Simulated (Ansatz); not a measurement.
# Ti2C: convergence and cost

One table from this session's results is given with a row withheld; the runs are named, their logs left out.

Program: Ansatz 0.2.0. Level of theory: DFT r2SCAN, scalar-relativistic, plane waves, PAW. These are calculated values, not measurements.

## Starting point

The structure is trigonal, space group R-3m (No. 166). Conventional cell: a = 3.081 Å, b = 3.081 Å, c = 14.441 Å, α = 90.00°, β = 90.00°, γ = 120.00°. Ti (site symmetry 3m) has 3 C at 2.11 Å as nearest neighbours. C (site symmetry -3m) has 6 Ti at 2.11 Å as nearest neighbours.

Structure file:

```
CELL_PARAMETERS angstrom
1.54070 0.88952 4.81377
-1.54070 0.88952 4.81377
0.00000 -1.77905 4.81377
ATOMIC_POSITIONS crystal
Ti 0.24550 0.24550 0.24550
Ti 0.75450 0.75450 0.75450
C 0.50000 0.50000 0.50000
```

Source of the structure: the Materials Project (structure only). It is taken as it stands there.

## The base run, which the others are set against

input.yaml reads:

```yaml
crystal:
  lattice:
    - [1.540698181, 0.8895225095, 4.8137698526]
    - [-1.540698181, 0.8895225095, 4.8137698526]
    - [0.0, -1.779045019, 4.8137698526]
  atoms:
    - { symbol: Ti, position: [0.24549783, 0.24549783, 0.24549783] }
    - { symbol: Ti, position: [0.75450217, 0.75450217, 0.75450217] }
    - { symbol: C, position: [0.5, 0.5, 0.5] }
basis:
  ecutwfc: 500
kpoints:
  mp_grid: { grid: [18, 18, 18] }
hamiltonian:
  xc: r2scan
scf:
  occupations: { method: gaussian, width: 0.1 }
output:
  forces: true
  stress: true
  eigenvalues: true
  populations: true
  write_density: true
  write_potential: true
  elf: true
  volumetric_format: npy
```

It was run beforehand and gave: -1754.2125 eV/atom at zero smearing, pressure -0.50 GPa, largest force 0.084 eV/Å, no gap on the mesh, in 7 SCF cycles and 70 s.

Set-up of the first run:

input.yaml reads:

```yaml
crystal:
  lattice:
    - [1.540698181, 0.8895225095, 4.8137698526]
    - [-1.540698181, 0.8895225095, 4.8137698526]
    - [0.0, -1.779045019, 4.8137698526]
  atoms:
    - { symbol: Ti, position: [0.24549783, 0.24549783, 0.24549783] }
    - { symbol: Ti, position: [0.75450217, 0.75450217, 0.75450217] }
    - { symbol: C, position: [0.5, 0.5, 0.5] }
basis:
  ecutwfc: 500
kpoints:
  mp_grid: { grid: [9, 9, 9] }
hamiltonian:
  xc: r2scan
scf:
  occupations: { method: gaussian, width: 0.01 }
output:
  forces: true
  stress: true
  eigenvalues: true
```

On the command line:

```sh
> ansatz run input.yaml --threads 1 --pin off --max-ram 2560MiB --backend cpu --events-out ev --progress --plain --runs-dir out
```

Steps of the session up to this table: Smearing width on a coarse mesh: Gaussian 0.01 eV; Smearing width on a coarse mesh: Gaussian 0.05 eV; Smearing width on a coarse mesh set to Gaussian 0.1 eV; Smearing width on a coarse mesh set to Gaussian 0.2 eV; Smearing width on a coarse mesh: Gaussian 0.4 eV; Level of the exchange-correlation grid set to 1; Level of the exchange-correlation grid: 2; Level of the exchange-correlation grid: 3; Level of the exchange-correlation grid: 4.

One of the session's tables, all rows but one given; the rest of the session is left out.

| level | ΔE (meV/atom) |
| --- | --- |
| 1 | -0.05 |
| 2 | ? |
| 3 | 0.00 |
| 4 | 0.00 |

Estimate the missing values for level = 2.

Worked estimate for «ΔE (meV/atom)». A straight line through the neighbours (1, -0.05) and (3, 0.00) gives -0.05 + (0.00 + 0.05) × (2 − 1) / (3 − 1) = -0.03; a parabola fitted to 3 rows on both sides gives -0.02.

The run gave: ΔE (meV/atom): -0.03. In «ΔE (meV/atom)» the line misses by 0.00 and the parabola by +0.01.

The times were taken beside other jobs on the same host; read them as orders of magnitude.
